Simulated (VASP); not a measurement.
# Ge15Se17 (a cell with a defect) in VASP: notebook

The runs below take Ge15Se17 (a cell with a defect) through relaxation of the atoms, single point, with PBE, HSE06.

Everything below comes from runs of VASP 6.6.1. Logs are shortened: lines on timing, memory, paths and dates and some standing lists are left out, and cuts for length are marked.

## 1. The crystal as given

The cell holds a defect, 32 atoms: a = 8.988 Å, b = 8.988 Å, c = 11.185 Å, α = 90.00°, β = 90.00°, γ = 119.58°.

## 2. Relaxation of the atoms, PBE

INCAR

```
SYSTEM = Ge15Se17
ALGO = Normal ; EDIFF = 1E-6
EDIFFG = -0.025 ; ENCUT = 450
GGA = PE ; IBRION = 2
ICORELEVEL = 1 ; ISIF = 2
ISMEAR = 0 ; ISYM = 0
LASPH = .True. ; LCHARG = .False.
LREAL = Auto ; LUSENCCL = .False.
LWAVE = .False. ; NELM = 80
NSW = 70 ; PREC = Normal
SIGMA = 0.01
```

KPOINTS

```
k-points
0
Monkhorst
  2 2 2
  0 0 0
```

POSCAR

```
Ge15Se17
1.0
    0.0000000000      7.7675420000     -4.5225270000
    0.0000000000     -7.7675420000     -4.5225270000
  -11.1847690000      0.0000000000      0.0000000000
Se Ge
17 15
Direct
    0.0072454900      0.1318707100      0.8642304400
    0.1879655000      0.3129655000      0.1471840000
    0.4379655000      0.0629655000      0.1471840000
    0.9379655000      0.5629655000      0.1471840000
    0.6879655000      0.8129655000      0.1471840000
    0.4370345000      0.5620345000      0.6471840000
    0.6870345000      0.3120345000      0.6471840000
    0.1870345000      0.8120345000      0.6471840000
    0.9437310500      0.0639357400      0.6510496900
    0.8129655000      0.1879655000      0.3528160000
    0.0629655000      0.9379655000      0.3528160000
    0.5629655000      0.4379655000      0.3528160000
    0.3129655000      0.6879655000      0.3528160000
    0.0657361700      0.4445371800      0.8555738400
    0.3099308100      0.1909042300      0.8541343600
    0.8120345000      0.6870345000      0.8528160000
    0.5620345000      0.9370345000      0.8528160000
    0.2463625000      0.8713625000      0.8734900000
    0.7463625000      0.3713625000      0.8734900000
    0.4963625000      0.6213625000      0.8734900000
    0.1286375000      0.2536375000      0.3734900000
    0.3786375000      0.0036375000      0.3734900000
    0.8786375000      0.5036375000      0.3734900000
    0.6286375000      0.7536375000      0.3734900000
    0.1213625000      0.4963625000      0.6265100000
    0.3713625000      0.2463625000      0.6265100000
    0.8713625000      0.7463625000      0.6265100000
    0.6213625000      0.9963625000      0.6265100000
    0.2536375000      0.6286375000      0.1265100000
    0.5036375000      0.3786375000      0.1265100000
    0.0036375000      0.8786375000      0.1265100000
    0.7536375000      0.1286375000      0.1265100000
```

Potentials or basis: VASP PAW PBE potentials, release 64 (Se, Ge_d).

On the command line:

```bash
$ cat potpaw_PBE.64/Se/POTCAR potpaw_PBE.64/Ge_d/POTCAR > POTCAR
$ mpirun -np 1 vasp_std > vasp.out
```

OUTCAR:

```text
SYSTEM = Ge15Se17
   EDIFF = 1E-6
   EDIFFG = -0.025
   ENCUT = 450
   GGA = PE
   IBRION = 2
   ISIF = 2
   ISMEAR = 0
   ISYM = 0
   LASPH = .True.
   LREAL = Auto
   NELM = 80
   NSW = 70
   PREC = Normal

 ion  position               nearest neighbor table
   1  0.007  0.132  0.864-   9 2.46  15 2.50  14 2.59
   2  0.188  0.313  0.147-  21 2.59  29 2.61  30 2.61
   3  0.438  0.063  0.147-  22 2.59  32 2.61  30 2.61
   4  0.938  0.563  0.147-  23 2.59  31 2.61  29 2.61
   5  0.688  0.813  0.147-  24 2.59  31 2.61  32 2.61
   6  0.437  0.562  0.647-  20 2.59  25 2.61  26 2.61
[... 24 lines left out ...]
  31  0.004  0.879  0.127-  11 2.59   4 2.61   5 2.61
  32  0.754  0.129  0.127-  10 2.59   3 2.61   5 2.61

IMPORTANT INFORMATION: All symmetrisations will be switched off!
NOSYMM: (Re-)initialisation of all symmetry stuff for point group C_1.

----------------------------------------------------------------------------------------

                                     Primitive cell

  volume of cell :     785.8177

  direct lattice vectors                    reciprocal lattice vectors
     0.000000000  7.767542000 -4.522527000     0.000000000  0.064370428 -0.110557659
     0.000000000 -7.767542000 -4.522527000    -0.000000000 -0.064370428 -0.110557659
   -11.184769000  0.000000000  0.000000000    -0.089407300  0.000000000 -0.000000000

  length of vectors
     8.988212235  8.988212235 11.184769000     0.127931810  0.127931810  0.089407300

  position of ions in fractional coordinates (direct lattice)
     0.007245490  0.131870710  0.864230440
     0.187965500  0.312965500  0.147184000
     0.437965500  0.062965500  0.147184000
     0.937965500  0.562965500  0.147184000
     0.687965500  0.812965500  0.147184000
     0.437034500  0.562034500  0.647184000
[... 24 lines left out ...]
     0.003637500  0.878637500  0.126510000
     0.753637500  0.128637500  0.126510000

  ion indices of the primitive-cell ions
   primitive index   ion index
                 1           1
                 2           2
                 3           3
                 4           4
                 5           5
                 6           6
[... 24 lines left out ...]
                31          31
                32          32

----------------------------------------------------------------------------------------
[... 91 lines left out ...]

 Free energy of the ion-electron system (eV)
  ---------------------------------------------------
  ext. energy  EPLUGINS =         0.00000000
  ---------------------------------------------------
  free energy    TOTEN  =      -132.13363097 eV

  energy without entropy =     -132.13200409  energy(sigma->0) =     -132.13281753

------------------------ aborting loop because EDIFF is reached ----------------------------------------

  FORCE on cell =-STRESS in cart. coord.  units (eV):
  Direction    XX          YY          ZZ          XY          YZ          ZX
  --------------------------------------------------------------------------------------
  -------------------------------------------------------------------------------------
  Total        0.8080033      0.9961153      2.1878001     -0.2138788      2.3053719      1.2391778
  in kB        1.6474108      2.0309462      4.4606324     -0.4360703      4.7003455      2.5265180
  external PRESSURE =       2.7129965 kB  Pullay stress =       0.0000000 kB
[... 179 lines left out ...]
  FREE ENERGIE OF THE ION-ELECTRON SYSTEM (eV)
  ---------------------------------------------------
  free  energy   TOTEN  =      -132.5880634524 eV

  energy  without entropy=     -132.5871091230  energy(sigma->0) =     -132.58758629

[... ionic steps 4 to 21 ...]

--------------------------------------- Ionic step       22  -------------------------------------------

 number of electron     312.0000213 magnetization

------------------------ aborting loop because EDIFF is reached ----------------------------------------
[... 127 lines left out ...]
--------------------------------------- Ionic step       24  -------------------------------------------

 number of electron     312.0000183 magnetization

 Free energy of the ion-electron system (eV)
  ---------------------------------------------------
  ext. energy  EPLUGINS =         0.00000000
  ---------------------------------------------------
  free energy    TOTEN  =      -133.15662691 eV

  energy without entropy =     -133.15662691  energy(sigma->0) =     -133.15662691

 the core state eigenenergies are
   1-  1s -12494.7810  2s  -1598.2364  2p  -1404.5933  3s   -204.8614  3p   -144.3311
       3d    -44.5081
   2-  1s -12493.9254  2s  -1597.4240  2p  -1403.7750  3s   -204.0829  3p   -143.5533
       3d    -43.7364
   3-  1s -12493.8681  2s  -1597.3684  2p  -1403.7192  3s   -204.0300  3p   -143.5005
       3d    -43.6840
   4-  1s -12493.9217  2s  -1597.4204  2p  -1403.7714  3s   -204.0794  3p   -143.5499
       3d    -43.7330
   5-  1s -12493.8532  2s  -1597.3524  2p  -1403.7034  3s   -204.0110  3p   -143.4815
       3d    -43.6646
   6-  1s -12493.8496  2s  -1597.3511  2p  -1403.7016  3s   -204.0175  3p   -143.4882
       3d    -43.6719
   7-  1s -12493.9131  2s  -1597.4103  2p  -1403.7616  3s   -204.0661  3p   -143.5365
       3d    -43.7193
   8-  1s -12493.8757  2s  -1597.3756  2p  -1403.7264  3s   -204.0386  3p   -143.5091
       3d    -43.6925
   9-  1s -12494.6311  2s  -1598.1045  2p  -1404.4590  3s   -204.7392  3p   -144.2090
[... 43 lines left out ...]
  31-  1s -10951.3324  2s  -1363.0552  2p  -1189.9302  3s   -159.9619  3p   -107.0933

  32-  1s -10951.3118  2s  -1363.0349  2p  -1189.9099  3s   -159.9412  3p   -107.0726

 E-fermi :   3.8036     XC(G=0):  -9.5840

 val. band max:        3.7049970189   @ k =  -0.2500  -0.2500   0.2500
 cond. band min:       4.4664758468   @ k =  -0.2500   0.2500   0.2500
 fundamental gap:      0.7614788280
 Fermi energy:         3.8036434505

 k-point     1 :       0.2500    0.2500    0.2500
  band No.  band energies     occupation
      1     -20.9190      2.00000
      2     -20.9058      2.00000
      3     -20.8899      2.00000
      4     -20.8874      2.00000
      5     -20.8870      2.00000
      6     -20.8818      2.00000
[... 673 lines left out ...]
    167       5.9291      0.00000
    168       6.0014      0.00000
 [bands above 168 left out]

------------------------ aborting loop because EDIFF is reached ----------------------------------------

  FORCE on cell =-STRESS in cart. coord.  units (eV):
  Direction    XX          YY          ZZ          XY          YZ          ZX
  --------------------------------------------------------------------------------------
  -------------------------------------------------------------------------------------
  Total       -1.8323393      1.0964739      1.4253761      0.1491384      4.2654362     -0.2448747
  in kB       -3.7358951      2.2355639      2.9061516      0.3040733      8.6966550     -0.4992668
  external PRESSURE =       0.4686068 kB  Pullay stress =       0.0000000 kB
[... 47 lines left out ...]
  FREE ENERGIE OF THE ION-ELECTRON SYSTEM (eV)
  ---------------------------------------------------
  free  energy   TOTEN  =      -133.1566269139 eV

  energy  without entropy=     -133.1566269139  energy(sigma->0) =     -133.15662691

 reached required accuracy - stopping structural energy minimisation
```

CONTCAR:

```text
Ge15Se17
    1.000000000000000
     0.0000000000000000    7.7675419999999997   -4.5225270000000002
     0.0000000000000000   -7.7675419999999997   -4.5225270000000002
   -11.1847689999999993    0.0000000000000000    0.0000000000000000
  Se              Ge
    17    15
Direct
     0.0274248000177496    0.0997057873895453    0.8607137497797149
     0.1880969734269470    0.3125412549926584    0.1422285849448741
     0.4383201358593481    0.0637532352551921    0.1468022713702854
     0.9335250079154965    0.5589900385518354    0.1495233675851379
     0.6845383054111057    0.8102443438321730    0.1471583210949850
     0.4426981122212207    0.5779683914007869    0.6383962842018572
[... 24 lines left out ...]
     0.0001888059991366    0.8747970366897465    0.1264707643790472
     0.7533084424026997    0.1291955115111482    0.1288571073243332

  0.00000000E+00  0.00000000E+00  0.00000000E+00
  0.00000000E+00  0.00000000E+00  0.00000000E+00
  0.00000000E+00  0.00000000E+00  0.00000000E+00
  0.00000000E+00  0.00000000E+00  0.00000000E+00
  0.00000000E+00  0.00000000E+00  0.00000000E+00
  0.00000000E+00  0.00000000E+00  0.00000000E+00
[... 24 lines left out ...]
  0.00000000E+00  0.00000000E+00  0.00000000E+00
  0.00000000E+00  0.00000000E+00  0.00000000E+00
```

Wall time 59 min (1 × NVIDIA H100 80GB with 1 thread of AMD EPYC 7R13 (Zen 3), shared host); peak memory 1.5 GiB.

What came out:

```
Free energy                  : -133.1566 eV
Energy gained by relaxing    : 32.0 meV/atom
Ionic steps                  : 24
Pressure after relaxing      : 0.0 GPa
Largest force after relaxing : 0.023 eV/Å
```

Forces in eV/Å, atoms in the order of the input:
```
Se   0.002 -0.004  0.009
Se  -0.013 -0.002  0.002
Se  -0.003 -0.001  0.004
Se   0.001  0.004  0.002
Se  -0.010  0.004  0.002
Se  -0.005  0.001 -0.003
Se  -0.002 -0.008 -0.002
Se   0.007 -0.004 -0.007
Se  -0.008 -0.006 -0.001
Se   0.002 -0.002  0.002
Se   0.006 -0.002 -0.006
Se   0.003  0.001  0.005
Se   0.010  0.005  0.000
Se   0.000  0.002 -0.004
Se   0.008  0.017 -0.012
Se  -0.019 -0.003  0.006
Se   0.001  0.000  0.007
Ge   0.007  0.004  0.006
Ge   0.009 -0.008 -0.011
Ge  -0.009 -0.007  0.000
Ge   0.006  0.001  0.009
Ge   0.006 -0.005  0.003
Ge   0.003  0.005 -0.003
Ge  -0.003 -0.001 -0.002
Ge   0.006  0.001 -0.004
Ge   0.001 -0.013  0.000
Ge  -0.012  0.008  0.000
Ge   0.008  0.008 -0.002
Ge   0.004  0.000  0.002
Ge   0.003 -0.002 -0.003
Ge  -0.005  0.006  0.001
Ge  -0.003  0.000  0.002
```

Stress tensor (GPa, compression positive):
```
-0.37  0.03 -0.05
 0.03  0.22  0.87
-0.05  0.87  0.29
```

Step by step:
| step | energy change (eV) | largest force (eV/Å) | pressure (GPa) |
| --- | --- | --- | --- |
| 1 | 0.0000 | 1.5174 | 0.27 |
| 2 | -0.2007 | 1.2967 | -0.05 |
| 3 | -0.4544 | 1.3009 | -0.71 |
| 4 | -0.6379 | 1.1172 | -0.68 |
| 5 | -0.7763 | 0.7406 | -0.58 |
| 6 | -0.6830 | 1.3271 | -0.18 |
| 7 | -0.8022 | 0.6521 | -0.49 |
| 8 | -0.8757 | 0.3529 | -0.24 |
| 9 | -0.9106 | 0.3905 | 0.09 |
| 10 | -0.9379 | 0.1953 | 0.11 |
| 11 | -0.9500 | 0.2367 | 0.16 |
| 12 | -0.9698 | 0.1499 | 0.13 |
| 13 | -0.9841 | 0.2046 | 0.09 |
| 14 | -0.9981 | 0.1146 | 0.03 |
| 15 | -1.0000 | 0.1371 | 0.00 |
| 16 | -1.0081 | 0.0751 | 0.03 |
| 17 | -1.0100 | 0.0995 | 0.05 |
| 18 | -1.0164 | 0.0634 | 0.07 |
| 19 | -1.0178 | 0.0650 | 0.09 |
| 20 | -1.0204 | 0.0590 | 0.05 |
| 21 | -1.0204 | 0.0672 | 0.05 |
| 22 | -1.0219 | 0.0357 | 0.05 |
| 23 | -1.0219 | 0.0375 | 0.05 |
| 24 | -1.0230 | 0.0229 | 0.05 |

Final structure:
```
Se Ge
1.0
     0.00000    7.76754   -4.52253
     0.00000   -7.76754   -4.52253
   -11.18477    0.00000    0.00000
Se Ge
17 15
Direct
  0.02742 0.09971 0.86071
  0.18810 0.31254 0.14223
  0.43832 0.06375 0.14680
  0.93353 0.55899 0.14952
  0.68454 0.81024 0.14716
  0.44270 0.57797 0.63840
  0.68744 0.30963 0.65242
  0.19074 0.83117 0.64040
  0.93351 0.05299 0.65504
  0.81550 0.18723 0.35707
  0.06412 0.94042 0.35396
  0.56086 0.43553 0.35563
  0.30982 0.68600 0.35417
  0.09447 0.50012 0.85660
  0.33050 0.20579 0.84535
  0.79764 0.67635 0.85023
  0.54858 0.92444 0.86017
  0.22337 0.84111 0.87225
  0.76784 0.38348 0.87956
  0.47799 0.60213 0.86800
  0.13437 0.25867 0.36887
  0.37886 0.00390 0.37351
  0.87665 0.50002 0.37819
  0.62654 0.75205 0.37442
  0.12631 0.51631 0.62755
  0.38069 0.26032 0.61761
  0.86319 0.73511 0.62438
  0.60560 0.98756 0.63962
  0.25089 0.62697 0.12614
  0.50559 0.37931 0.12739
  0.00019 0.87480 0.12647
  0.75331 0.12920 0.12886
```

Core levels (eV, on the scale of the bands):
```
atom                                                               levels
1 Se  1s -12494.8, 2s -1598.2, 2p -1404.6, 3s -204.9, 3p -144.3, 3d -44.5
2 Se  1s -12493.9, 2s -1597.4, 2p -1403.8, 3s -204.1, 3p -143.6, 3d -43.7
3 Se  1s -12493.9, 2s -1597.4, 2p -1403.7, 3s -204.0, 3p -143.5, 3d -43.7
4 Se  1s -12493.9, 2s -1597.4, 2p -1403.8, 3s -204.1, 3p -143.5, 3d -43.7
5 Se  1s -12493.9, 2s -1597.4, 2p -1403.7, 3s -204.0, 3p -143.5, 3d -43.7
6 Se  1s -12493.8, 2s -1597.4, 2p -1403.7, 3s -204.0, 3p -143.5, 3d -43.7
```

(Part 1 of 2 ends here.)
